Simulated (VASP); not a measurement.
Write the native input for VASP 6.6.1 that does the following.

```
Task                   : single point
Functional             : PBEsol
Potentials or basis    : VASP PAW PBE potentials, release 64 (S, Mo_sv)
Cutoff                 : 520 eV
k mesh                 : 12 × 12 × 1
Occupations            : gaussian, width 0.03 eV
Spin                   : no spin polarisation
Dipole correction      : yes
Further INCAR settings : ALGO = Normal; EDIFF = 1e-06; NBANDS = 20
```

The structure of MoS2 lies in POSCAR:

```
MoS2
1.0
    3.1700000000      0.0000000000      0.0000000000
   -1.5850000000      2.7453005300      0.0000000000
    0.0000000000      0.0000000000     17.1200000000
S Mo
2 1
Direct
    0.6666670000      0.3333330000      0.4088785047
    0.6666670000      0.3333330000      0.5911214953
    0.3333330000      0.6666670000      0.5000000000
```

The cell was built by a generator and needn't be a form met in nature.

The input as run:

INCAR

```
PREC = Accurate ; ENCUT = 520
EDIFF = 1E-6 ; ISMEAR = 0
SIGMA = 0.03 ; LREAL = F
LASPH = T ; NELM = 100
ALGO = Normal ; ISIF = 2
LWAVE = F ; LCHARG = T
LDIPOL = T ; IDIPOL = 3
DIPOL = 0.5 0.5 0.500 ; GGA = PS
LELF = T ; LVHAR = T
LVACPOTAV = T ; NBANDS = 20
```

KPOINTS

```
regular mesh
0
Gamma
  12 12 1
```

Potentials or basis: VASP PAW PBE potentials, release 64 (S, Mo_sv).

Run with:

```sh
$ cat potpaw_PBE.64/S/POTCAR potpaw_PBE.64/Mo_sv/POTCAR > POTCAR
$ mpirun -np 1 vasp_std > vasp.out
```

It gave:

| Item | Value |
| --- | --- |
| Largest force | 0.221 eV/Å |
| Band gap on the k mesh | 1.72 eV, direct |
| Ionisation potential of the upper face | 5.96 eV |

Caveat: the PAW data sets were made with another functional, which shifts forces and pressure a little.

It took 36 s on 1 thread of Intel(R) Xeon(R) 6975P-C (Granite Rapids), with other jobs on the host, peak memory 0.26 GiB.
